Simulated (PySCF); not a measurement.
# Basis-set dependence of excited states

Species: C5H12.
Geometry (PBE0-D3(BJ)/def2-SVP, Å), atoms numbered from 1 in this order:
```xyz
17
C5H12 angstrom
C      1.7998   -0.7314   -0.7467
C      1.0169    0.1028    0.2554
C     -0.4383    0.3844   -0.1289
C     -1.2625   -0.8917   -0.2644
C     -1.0819    1.3395    0.8702
H      1.7889   -0.2673   -1.7465
H      1.3894   -1.7475   -0.8502
H      2.8523   -0.8352   -0.4421
H      1.0318   -0.3919    1.2444
H      1.5306    1.0693    0.3988
H     -0.4270    0.8853   -1.1162
H     -0.8686   -1.5610   -1.0436
H     -1.2727   -1.4529    0.6856
H     -2.3076   -0.6629   -0.5249
H     -2.1118    1.5962    0.5770
H     -1.1265    0.8850    1.8742
H     -0.5123    2.2781    0.9560
```

TDDFT with PBE0 (PySCF), vertical singlets, core orbitals frozen in the response, spherical d and f functions. Geometry: PBE0-D3(BJ)/def2-SVP, one conformer, isolated molecule.

```csv
basis,functions,diffuse,S1 (eV),S2 (eV),S3 (eV),S4 (eV),S5 (eV),LUMO (eV),α (au)
6-31G*,94,no,9.97,10.11,10.21,10.83,10.98,2.66,54.4
6-31+G*,114,yes,8.20,8.34,8.48,8.68,8.80,0.53,60.0
def2-SVP,130,no,9.24,9.38,9.52,10.04,10.14,1.76,56.9
def2-SVPD,196,yes,8.45,8.57,8.74,9.05,9.17,0.79,64.3
aug-cc-pVDZ,223,yes,7.76,7.89,8.05,8.24,8.26,-0.01,65.9
def2-TZVP,227,no,8.72,8.85,8.99,9.47,9.56,1.17,63.4
def2-TZVPD,293,yes,8.10,8.23,8.38,8.63,8.72,0.42,65.6
```

Question: Compare the sets with the largest diffuse one.

Answer: States are compared by their number. Against the largest diffuse basis here (def2-TZVPD, itself not a converged limit), sets without diffuse functions differ by up to 1.87 eV in S1 and 2.26 eV in S5; the smaller diffuse sets differ by up to 0.35 and 0.46 eV. State by state, the largest deviation of a set without diffuse functions is S1 1.87, S2 1.88, S3 1.83, S4 2.20, S5 2.26 eV. The same number needn't mean the same state in each row. Against def2-TZVPD the polarisability deviates by -17% in 6-31G*, -8% in 6-31+G*, -13% in def2-SVP, -2% in def2-SVPD, 0% in aug-cc-pVDZ, -3% in def2-TZVP. A single + in a Pople set puts diffuse functions on heavy atoms only.
